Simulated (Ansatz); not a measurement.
BaSnO3 (cubic perovskite)

```xyz
5
Lattice="4.1313 0.0000 0.0000 0.0000 4.1313 0.0000 0.0000 0.0000 4.1313" Properties=species:S:1:pos:R:3 pbc="T T T"
Ba     0.0000     0.0000     0.0000
Sn     2.0657     2.0657     2.0657
O      0.0000     2.0657     2.0657
O      2.0657     2.0657     0.0000
O      2.0657     0.0000     2.0657
```

Scan: atom 5 (O, nearest neighbour Sn at 2.066 Å; its periodic images, 4.1 Å or more away, move with it) is displaced along Cartesian [110], direction (0.707, 0.707, 0.000) in Cartesian axes, by s. The other atoms stay.

Method: r2SCAN (plane waves to 500 eV, PAW, scalar-relativistic; Ansatz, a program for electronic structure). k mesh 7×7×7 (Γ-centred), Fermi-Dirac smearing 0.05 eV. The energy includes the smearing's −TS. BaSnO3 was relaxed with its symmetry unable to fall. ΔE is measured from the undisplaced structure.

The scan covers s from -0.210 to 0.210 Å in 11 points.

Is the energy the same for equal positive and negative displacements?

Even: the same for both signs. With its periodic images moving along, the atom's site symmetry in this cell is 4/mmm.

What is the force constant k = d²E/ds² of this move at s = 0?

11.8 eV/Å².

(For displaced atoms, the force is minus the slope of the energy, and its curvature is a force constant, which sets phonon frequencies.)
